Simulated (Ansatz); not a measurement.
# Smearing, entropy and the zero-width energy in Al₂Cu

These are results of Ansatz, DFT PBE, scalar-relativistic, plane waves, PAW, not measurements.

```yaml
crystal:
  lattice:
    - [4.10518, 0.00000, 0.00000]
    - [0.00000, 4.10518, 0.00000]
    - [0.00000, 0.00000, 2.89131]
  atoms:
    - { symbol: Al, position: [0.50000, 0.00000, 0.50000] }
    - { symbol: Al, position: [0.00000, 0.50000, 0.50000] }
    - { symbol: Cu, position: [0.00000, 0.00000, 0.00000] }
```

```json
{
  "plane-wave cutoff": "420 eV",
  "Γ-centred k-mesh": "10×10×14",
  "spin treatment": "unpolarised"
}
```

The same metal under several smearings of width σ, on one mesh. F is the free energy, TS the smearing's entropy term for the cell of 3 atoms, and E = F + TS. Gaussian occupations are ½ erfc[(ε − μ)/σ], and N counts both spins.

```csv
rule,σ (eV),F − F(narrowest) (meV/atom),TS (meV/cell)
Fermi–Dirac,0.01,-0.060,0.381
Fermi–Dirac,0.05,-1.297,7.423
Fermi–Dirac,0.2,-20.210,124.464
Fermi–Dirac,0.3,-46.860,294.251
Gaussian,0.01,0.000,0.084
Gaussian,0.02,-0.035,0.249
Gaussian,0.1,-0.816,4.580
```

Problem. For a density of states N (both spins) that is flat over the smeared range, TS = Nσ²/2 (Gaussian) and (π²/3)Nσ² (Fermi–Dirac). What N does each run give?

Solution.
```csv
rule,σ (eV),N (states/eV a cell)
Fermi–Dirac,0.01,1.16
Fermi–Dirac,0.05,0.90
Fermi–Dirac,0.2,0.95
Fermi–Dirac,0.3,0.99
Gaussian,0.01,1.68
Gaussian,0.02,1.25
Gaussian,0.1,0.92
```

Equal entropy needs σ_Gauss = π√(2/3) σ_FD = 2.57 σ_FD, so a Fermi–Dirac width acts like a Gaussian one 2.57 times as large. At moderate widths N lies between 0.90 and 0.92, nearly constant, so the density of states is smooth near the Fermi level and the mesh resolves it. At the narrowest widths only the few mesh levels within σ of μ count, so N can scatter there.

Problem. To second order F = E0 − TS/2 and E = E0 + TS/2. How well does E0 = (E + F)/2 undo the smearing?

Solution.
```csv
rule,σ (eV),F − E0(narrowest) (meV/atom),(E + F)/2 − E0(narrowest) (meV/atom)
Fermi–Dirac,0.01,-0.07,-0.01
Fermi–Dirac,0.05,-1.31,-0.07
Fermi–Dirac,0.2,-20.22,0.52
Fermi–Dirac,0.3,-46.87,2.17
Gaussian,0.01,-0.01,0.00
Gaussian,0.02,-0.05,-0.01
Gaussian,0.1,-0.83,-0.07
```

At Fermi–Dirac 0.05 eV the free energy is off by -1.31 meV/atom and the mean by -0.07. What remains is of order σ⁴ plus the mesh error of the narrowest run, which is no exact reference. Forces and stress are derivatives of F, not of E0, so they keep the σ² error.

The smearing error follows the density of states around the Fermi level. At moderate widths it is the nearly flat, modest density expected of broad Al s–p bands, with the filled Cu 3d shell lying well below, so the quadratic term dominates and averaging E and F removes most of it. With wider Fermi–Dirac smearing the apparent N climbs from 0.90 to 0.99, while the averaged energy turns positive and reaches 2.17 meV/atom. Both are signs of the same quartic term, which suggests that the density of states curves upward on average away from the Fermi level, as in a shallow dip. The larger N at the narrowest widths is no evidence of a sharp peak there.

The cell has Cu at the centres of Al cubes, whereas the equilibrium θ phase of Al₂Cu surrounds Cu with a square antiprism. The extrapolation should carry over to similar s–p metals, but the value of N belongs to this arrangement and can't be taken as that of θ.
